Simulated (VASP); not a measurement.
# Bulk modulus and pressure derivative of zinc-blende GaP from stress and from energy at r2SCAN+rVV10

At the volume where the fitted energy of GaP is lowest, the stress tensor does not vanish: the fit to the pressures leaves −0.23 GPa there. Two outputs of the same runs thus disagree on where the crystal is at rest. Do they also disagree on how stiff it is? The question matters because either output may be used alone to obtain an equation of state. We compare the bulk modulus $B_0$ and its pressure derivative $B_0'$ from both routes, over seven volumes of a static lattice. Strain is measured from the energy-fitted $V_0$ of 20.0676 Å³ per atom, with compression positive. One measured bulk modulus at 300 K serves for comparison.

## Systems and settings

One crystal, GaP (zinc-blende) (known phase), at r2SCAN+rVV10: single-point runs on uniformly scaled copies of a cell relaxed at r2SCAN+rVV10; symmetry fixes shape and positions. Program: VASP 6.6.1, plane waves and PAW (data sets made for PBE of release 64), scalar-relativistic without spin-orbit coupling, no spin polarisation. Cutoff 400 eV; on the k meshes the divisions times the cell-vector length are 26 Å or more. Occupations: Gaussian smearing of 0.05 eV.

Notes on method and selection:

- Third-order Birch-Murnaghan: P = 3·B0·f·(1 + 2f)^(5/2)·[1 + (3/2)(B0′ − 4)·f]. The fit to the energies of these runs gives B0 = 90.5 GPa and B0′ = 4.54.
- Static lattice. The pressure from the stress tensor and the slope of the energy need not agree exactly at a finite cutoff and mesh.
- rVV10 holds a nonlocal correlation term.
- Semilocal functionals put Kohn-Sham gaps below measured gaps.
- A measured value is attached only where its sources agree among themselves; tables made before the last selection also left out values far from the computed one, as likely another phase or mode.
- Series whose points a third-order Birch-Murnaghan form does not fit, or whose B0′ lies outside 2 to 8, were left out.
- Crystals whose pressure at the fitted V0 departs from zero by more than 0.6 % of B0 plus 0.1 GPa, and layered compounds, were left out.
- Runs that did not converge, have known faults or may not be shown are not listed, and runs on Ansatz's PAW sets soft_1 and soft_2 are kept to separate tables.

Columns:

- Eulerian strain: Eulerian strain f = ½[(V0/V)^(2/3) − 1] with the fitted V0 = 20.0676 Å³ per atom, compression positive.
- fitted bulk modulus (GPa): bulk modulus at that volume from the third-order Birch-Murnaghan fit to the energies.
- volume (Å³): volume per atom.
- pressure (GPa): pressure from the stress tensor, compression positive.
- energy (meV/atom): energy per atom above the lowest point, extrapolated to zero smearing.
- gap (eV): Kohn-Sham gap on the k mesh.

Input lines of one member:

```
PREC = Accurate
ENCUT = 400
EDIFF = 1E-06
NELM = 100
ISMEAR = 0
SIGMA = 0.05
LREAL = .FALSE.
ALGO = Normal
METAGGA = R2SCAN
LUSE_VDW = .TRUE.
IVDW_NL = 2
BPARAM = 11.95
CPARAM = 0.0093
LASPH = .TRUE.
NBANDS = 15
```

Command (options for logging and memory left out): `vasp_std`

## Data

| member | Eulerian strain | fitted bulk modulus (GPa) | volume (Å³) | pressure (GPa) | energy (meV/atom) | gap (eV) |
| --- | --- | --- | --- | --- | --- | --- |
| V = 21.206 Å³ | −0.01807 | 69.9 | 21.2065 | −4.60 | 16.39 | 1.874 |
| V = 20.806 Å³ | −0.01191 | 76.5 | 20.8064 | −3.23 | 7.11 | 1.846 |
| V = 20.406 Å³ | −0.00555 | 83.8 | 20.4062 | −1.68 | 1.44 | 1.815 |
| V = 20.006 Å³ | 0.00102 | 91.8 | 20.0061 | 0.05 | 0.00 | 1.782 |
| V = 19.606 Å³ | 0.00782 | 100.5 | 19.6060 | 1.99 | 3.01 | 1.746 |
| V = 19.206 Å³ | 0.01485 | 110.0 | 19.2059 | 4.15 | 11.25 | 1.706 |
| V = 18.806 Å³ | 0.02212 | 120.5 | 18.8058 | 6.54 | 25.17 | 1.664 |

Least-squares fits to the whole series, with x = Eulerian strain; R² and errors in the fitted variable (y, or ln y where the fit is in ln y):

| y | members | fit | R² | rms residual | leave-one-out rms | the same for the mean of the others |
| --- | --- | --- | --- | --- | --- | --- |
| pressure (GPa) | 7 | y = −0.22614 + 270.87 x + 1587.9 x² | 1.00 | 0.0023 | 0.0059 | 4.3 |
| energy (meV/atom) | 7 | y = −0.1108 + 8.491 x + 51180 x² | 1.00 | 0.055 | 0.14 | 9.8 |

## The trend and its physics

The two routes agree on the stiffness. The pressures give $B_0$ = 90.3 GPa and $B_0'$ = 4.57; the Birch-Murnaghan fit to the energies gives 90.5 GPa and 4.54. Pressure rises faster than linearly with compression because overlap repulsion grows steeply as the bonds shorten.

The simplest model assumes that the energy is quadratic in the Eulerian strain $f$. For a small volume change, $f \approx -(V-V_0)/(3V_0)$, so the elastic energy $B_0(V-V_0)^2/(2V_0)$ becomes

$$E = \tfrac{9}{2}\,V_0 B_0 f^2 .$$

The definition of $f$ gives $df/dV = -(1+2f)^{5/2}/(3V_0)$. With $P = -dE/dV$, and a constant $P_s$ for the offset of the stress tensor,

$$P = P_s + 3B_0\, f(1+2f)^{5/2} .$$

This form has two parameters and fixes $B_0'$ at 4. A cubic term in the energy frees it and multiplies the elastic part by $1+\tfrac{3}{2}(B_0'-4)f$. Expanded to second order,

$$P \approx P_s + 3B_0 f + 3B_0\left[5+\tfrac{3}{2}(B_0'-4)\right]f^2 .$$

The quadratic fit to the pressures then yields 270.87 / 3 = 90.29 GPa for $B_0$. The ratio 1587.9 / 270.87 = 5.862 yields $B_0'$ = 4 + (5.862 − 5) / 1.5 = 4.57. The second decimal of $B_0'$ is not secure, because the fit uses rounded table entries: an error of 0.005 GPa at the smallest volume corresponds to 0.005 / (1.5 × 270.87 × 0.02212²) = 0.03 in $B_0'$, as much as separates the two routes.

The expansion also drops the cubic term in $f$. Imposing the Birch-Murnaghan value of that term would lower this $B_0$ by a few tenths of a GPa, but the computed pressures do not call for it. If the cubic coefficient is left free, it comes out small and, if anything, negative, and $B_0$ moves slightly up, towards the value from the energies.

The parabola through the energies gives 51180 × 0.1602 / (4.5 × 20.0676) = 90.8 GPa, where 0.1602 converts meV/Å³ to GPa. It has no cubic term and therefore cannot supply $B_0'$; for that the Birch-Murnaghan fit is needed.

## Fixing and testing the model

We fix $P_s$ and $B_0$ on the two ends of the series, V = 21.206 Å³ and V = 18.806 Å³, and write $g = f(1+2f)^{5/2}$.

For the two ends, $g$ = −0.01807 × (1 − 2 × 0.01807)^(5/2) = −0.01648 and $g$ = 0.02212 × (1 + 2 × 0.02212)^(5/2) = 0.02465. The slope is

$3B_0$ = (6.54 + 4.60) / (0.02465 + 0.01648) = 270.8 GPa,

so $B_0$ = 90.3 GPa. The offset is $P_s$ = −4.60 + 270.8 × 0.01648 = −0.137 GPa.

Four volumes between the ends then follow:

- V = 20.406 Å³, $g$ = −0.00555 × (1 − 2 × 0.00555)^(5/2) = −0.005397: 270.8 × (−0.005397) − 0.137 = −1.60 GPa. The table has −1.68, lower by 0.08.
- V = 20.006 Å³, $g$ = 0.001025: 270.8 × 0.001025 − 0.137 = 0.14 GPa. The table has 0.05, lower by 0.09.
- V = 19.606 Å³, $g$ = 0.00782 × (1 + 2 × 0.00782)^(5/2) = 0.008129: 270.8 × 0.008129 − 0.137 = 2.06 GPa. The table has 1.99, lower by 0.07.
- V = 19.206 Å³, $g$ = 0.01485 × (1 + 2 × 0.01485)^(5/2) = 0.015977: 270.8 × 0.015977 − 0.137 = 4.19 GPa. The table has 4.15, lower by 0.04.

The slope alone comes out at the bulk modulus of the full fits, although $B_0'$ is held at 4. Part of this closeness is a cancellation of two errors, worked out under Outliers. The offset does not fare as well: −0.137 GPa compares with −0.226 GPa from the quadratic fit to all seven pressures, because a line forced through both ends has to pass above the middle of a curve that bends upward.

## Outliers

Largest departures from the fit to the whole series:

| member | pressure (GPa) | fit | computed − fit | in rms residuals |
| --- | --- | --- | --- | --- |
| V = 19.206 Å³ | 4.15 | 4.15 | 0.00 | 1.5 |
| V = 20.806 Å³ | −3.23 | −3.23 | 0.00 | 1.3 |
| V = 18.806 Å³ | 6.54 | 6.54 | 0.00 | 1.1 |
| V = 21.206 Å³ | −4.60 | −4.60 | 0.00 | 1.0 |

The two-parameter model lies above the computed pressure at all five volumes between its fixed ends. The fifth, V = 20.806 Å³, has $g$ = −0.01191 × (1 − 2 × 0.01191)^(5/2) = −0.011213 and gives 270.8 × (−0.011213) − 0.137 = −3.17 GPa against −3.23. The typical miss is 0.07 GPa, small beside the 4.3 GPa for the mean of the others, but systematic.

The assumption that fails is the purely quadratic energy. A cubic term bends the curve below the line through the ends, near $f=0$ by about $\tfrac{9}{2}B_0(B_0'-4)$ × 0.01807 × 0.02212. Setting this equal to the 0.09 GPa found at V = 20.006 Å³ gives $B_0'-4$ = 0.09 / (4.5 × 90.3 × 0.01807 × 0.02212) = 0.55, in line with both full fits.

The constant offset is also only approximate. The energy-fitted equation of state, for which $B_0'-4$ is 4.54 − 4 = 0.54, gives 3 × 90.5 × (−0.01648) × (1 − 1.5 × 0.54 × 0.01807) = −4.41 GPa at the largest volume and 3 × 90.5 × 0.02465 × (1 + 1.5 × 0.54 × 0.02212) = 6.81 GPa at the smallest. The stress tensor departs from these by −4.60 + 4.41 = −0.19 GPa and 6.54 − 6.81 = −0.27 GPa. Near $V_0$ there is no such drift. The energy-fitted equation of state gives there:

- V = 20.406 Å³: 3 × 90.5 × (−0.005397) × (1 − 1.5 × 0.54 × 0.00555) = −1.46 GPa. The stress tensor departs by −1.68 + 1.46 = −0.22 GPa.
- V = 20.006 Å³: 3 × 90.5 × 0.001025 × (1 + 1.5 × 0.54 × 0.00102) = 0.28 GPa. The stress tensor departs by 0.05 − 0.28 = −0.23 GPa.
- V = 19.606 Å³: 3 × 90.5 × 0.008129 × (1 + 1.5 × 0.54 × 0.00782) = 2.22 GPa. The stress tensor departs by 1.99 − 2.22 = −0.23 GPa.

These three departures are equal within the rounding of the table. The drift towards the ends is therefore not a difference in the bulk modulus at $V_0$.

It does affect the line through the two ends, whose $B_0$ it lowers by (0.27 − 0.19) / (3 × (0.02465 + 0.01648)) = 0.65 GPa. The neglected cubic term in the energy raises the same $B_0$ by 90.5 × 1.5 × 0.54 × (0.02465 × 0.02212 − 0.01648 × 0.01807) / (0.02465 + 0.01648) = 0.44 GPa. The two errors largely cancel, which is why the line gives 90.3 GPa.

The sign of the offset fits an incomplete plane-wave basis: stress is taken at a fixed set of waves, which favours contraction. The series has only one cutoff and cannot test this. Part of the drift may come from the fitted energy slope, which is least certain at the ends.

## Comparison with experiment

| member | quantity | measured | computed | computed − measured | conditions | source |
| --- | --- | --- | --- | --- | --- | --- |
| V = 20.006 Å³ | fitted bulk modulus (GPa) | 88.7 | 91.8 | +3.1 (+3.5 %) | 300 K; measured value as tabulated in the cited paper | [1] |

Sources:

[1] "High-Throughput Prediction of Finite-Temperature Properties using the Quasi-Harmonic Approximation" (2016, arXiv:1603.06924)

The comparison pairs 91.8 GPa, computed at V = 20.006 Å³, with a measured 88.7 GPa at 300 K, a difference of +3.1 GPa or +3.5 %. Part of this comes from the volume chosen. That cell is nearly free of stress according to the stress tensor, but it is slightly compressed relative to the energy minimum. At the fitted $V_0$ the bulk modulus is 90.5 GPa, and the difference shrinks to 90.5 − 88.7 = +1.8 GPa, or 2.0 %.

The calculation describes a static lattice, while the sample was at room temperature. Thermal and zero-point softening has the right sign and about the right size to account for the remainder, so the difference is no evidence that the functional makes GaP too stiff.

The measured number is a compiled value, and its method is not shown in the table. An ultrasonic experiment would give the adiabatic modulus, which for such a crystal lies above the isothermal one by less than about 1 %. The pressure derivative and the change of stiffness with volume are not compared with experiment here.

## Summary

Fitted between strains of −0.018 and 0.022, stress and energy agree to better than 1 GPa in $B_0$. Their values of $B_0'$ differ by 0.03, which is no more than rounding of the table can produce. Both results require that the two routes are referred to the same volume and that the pressure is allowed an offset, which is constant near $V_0$ but drifts towards the ends of the series. Forcing the pressure through zero at the energy minimum would distort both parameters.

Two effects outside these runs exceed that difference between the routes. Zero-point and thermal motion lower the bulk modulus at room temperature by roughly 2 to 4 GPa. The choice of density functional matters too: one that overestimates the volume, as PBE commonly does, usually gives a modulus lower by several GPa or more.

[Logs are printed without paths, hosts, clocks, repeated set-up lines and the standing remarks that a program may print on its own settings, such as how far it seeks lower states.]
